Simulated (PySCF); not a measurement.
Below is a simulated gas-phase O 1s photoelectron spectrum of maleic anhydride (`O=C1C=CC(=O)O1`).

Every computed line was given a Gaussian of 0.7 eV full width at half maximum and an area set by the number of equivalent atoms; the highest printed point is 100. Computed with PySCF, delta-SCF UKS SCAN, pcX-2 on the ionised atom, pcseg-1 elsewhere, spin-free X2C.

binding energy (eV), intensity and a bar:
```
    537.8          1 
    537.9          1 
    538.0          4 #
    538.1          8 ##
    538.2         17 #####
    538.3         30 #########
    538.4         48 ##############
    538.5         68 ####################
    538.6         87 ##########################
    538.7         99 ##############################
    538.8        100 ##############################
    538.9         91 ###########################
    539.0         73 ######################
    539.1         53 ################
    539.2         34 ##########
    539.3         20 ######
    539.4         10 ###
    539.5          5 #
    539.6          3 #
    539.7          3 #
    539.8          6 ##
    539.9         11 ###
    540.0         19 ######
    540.1         29 #########
    540.2         39 ############
    540.3         47 ##############
    540.4         50 ###############
    540.5         48 ##############
    540.6         42 ############
    540.7         32 ##########
    540.8         22 #######
    540.9         13 ####
    541.0          7 ##
    541.1          4 #
    541.2          2 
    541.3          1 
    541.4          0
```

Q: How many maxima does the curve show, and how many computed lines lie under it?

A: The curve has 2 maxima (at 538.8 and 540.4 eV). Under it lie 2 lines from 2 inequivalent oxygen sites.

Q: Decompose the envelope and assign each component. Numbering: `[O:1]=[C:2]1[CH:3]=[CH:4][C:5](=[O:6])[O:7]1`.

A: 
```
position (eV)  relative area  line  atoms                environment
       538.76              2  O 1s  O1/O6  anhydride carbonyl oxygen
       540.42              1  O 1s     O7  anhydride bridging oxygen
```

Q: What are the centre and the root-mean-square width of the whole band?

A: The area-weighted mean of the lines is 539.31 eV. Their own spread about it is 0.78 eV (rms) and each Gaussian has σ = 0.7/2.355 = 0.30 eV; the variances add, which gives 0.83 eV.

Lowest listed O 1s: O1/O6, bonded to C (double bond). Highest, 1.66 eV above it: O7, bonded to 2 C.

Shake-up satellites, vibrational structure and lifetime widths aren't simulated. Atoms equivalent by their bonding share one computed value, that of the first of them. Isolated species at its PBE0-D3(BJ)/def2-SVP geometry, gas phase.
